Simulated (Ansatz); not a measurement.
A computed series for CdF2: pressure series

Consider CdF2 in the fluorite structure (space group Fm-3m, No. 225; a = 5.3840 Å).

Cell and atoms are relaxed at each pressure.

Method: Kohn–Sham DFT with the PBEsol functional, run in Ansatz (a program for electronic structure) with PAW and 420 eV plane waves, no SOC.

```csv
pressure (GPa),volume per atom (Å³/atom)
-2,13.259
0,13.005
0.9,?
2.1,12.766
4.5,12.522
9,12.124
15,11.687
22.5,11.240
30,10.870
```

Question: Fit the third-order Birch–Murnaghan form P(V) = (3B₀/2)[(V₀/V)^(7/3) − (V₀/V)^(5/3)]·[1 + (3/4)(B₀′ − 4)((V₀/V)^(2/3) − 1)] (squares taken in P) to the rows shown and predict the withheld row.

Answer: Least squares on the printed values gives V₀ = 13.005 Å³/atom, B₀ = 108 GPa, B₀′ = 4.8; this predicts 12.900 Å³/atom, and the run gives 12.900 Å³/atom, in agreement.

Load acts through the strain it causes; cell and atoms are relaxed under it. Whether these cells are dynamically stable was not tested. Competing high-pressure phases were not computed.
